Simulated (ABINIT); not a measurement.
Runs of ABINIT 10.8.3 (patched build) on PbS. It takes space group Pm-3m (No. 221, cubic). The conventional cell has a = 3.654 Å, b = 3.654 Å, c = 3.654 Å, α = 90.00°, β = 90.00°, γ = 90.00°. Pb (site symmetry m-3m) has 8 S at 3.16 Å as nearest neighbours. S (site symmetry m-3m) has 8 Pb at 3.16 Å as nearest neighbours. Measurements of this composition are mostly on another form, of space group No. 225.

```csv
level,gap on the mesh (eV),pressure (GPa)
PBE,-,-0.3
PBEsol,none,(b)
WC,none,-3.6
BLYP,-,4.3
revPBE,-,(a)
```

Alike in all rows: task single point; potentials or basis JTH PAW PBE v2.0; no spin polarisation; cell as given; k mesh 7 × 7 × 7; cutoff (eV) 707; smearing fermi-dirac 0.05 eV.

**Question.** Fill in the values left out.

**Answer.** (a) 1.2; (b) -3.7.

Caveats: the PAW data sets were made with another functional, which shifts forces and pressure a little (some runs).

A k mesh can miss the band edges, and the runs leave out spin-orbit coupling on Pb.

A gap of «none» marks a metal or a gap under the smearing width.
